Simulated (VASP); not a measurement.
Runs of VASP 6.6.1 on TePb. The structure is cubic, space group Fm-3m (No. 225). Conventional cell: a = 6.462 Å, b = 6.462 Å, c = 6.462 Å, α = 90.00°, β = 90.00°, γ = 90.00°. Pb (site symmetry m-3m) has 6 Te at 3.23 Å as nearest neighbours. Around Te (site symmetry m-3m) lie 6 Pb at 3.23 Å. 

```tsv
task	level	spin	cell	k mesh	cutoff (eV)	smearing	mesh quality	gap on the mesh (eV)	pressure (GPa)
single point	r2SCAN	collinear, typed start	volume scaled by 0.94	7 × 7 × 7	520	gaussian 0.05 eV	not flagged	-	5.0
single point	PBE	off	Fm-3m, 33.73 Å³/atom	7 × 7 × 7	520	gaussian 0.024 eV	not flagged	-	2.1
relaxation of cell and atoms	RPBE+D3(BJ)	off	relaxed	7 × 7 × 7	600	fermi-dirac 0.05 eV	not flagged	-	0.0
single point	PBE+D3(BJ)	off	P1, 33.73 Å³/atom	5 × 5 × 5	520	gaussian 0.01 eV	not flagged	1.05	(b)
single point	PBE	off	volume scaled by 0.98	7 × 7 × 7	520	fermi-dirac 0.05 eV	not flagged	-	(a)
single point	PBE	off	Fm-3m, 33.73 Å³/atom	3 × 3 × 3	520	fermi-dirac 0.04 eV	coarse	-	2.1
single point	PBE	off	Fm-3m, 33.73 Å³/atom	4 × 4 × 4	520	fermi-dirac 0.04 eV	coarse	0.73	2.1
```

Alike in all rows: potentials or basis VASP PAW PBE potentials, release 64 (Pb_d, Te).

Problem. Fill in the values left out.

Solution. (a) 3.1; (b) 0.1.

Caveats: some runs use coarse meshes; the PAW data sets were made with another functional, which shifts forces and pressure a little (some runs); spin-orbit coupling is left out, which as a rule narrows the gap of such compounds by several tenths of an eV (some runs); the volume moved by over 15 % at a fixed basis, so the end points are rough (some runs); the volume moved by -20 % from the deposited cell, more than functionals usually miss (some runs); an odd mesh through Γ misses points on the zone boundary, where band edges often lie (some runs).

A k mesh can miss the band edges, and the runs leave out spin-orbit coupling on Pb, Te.
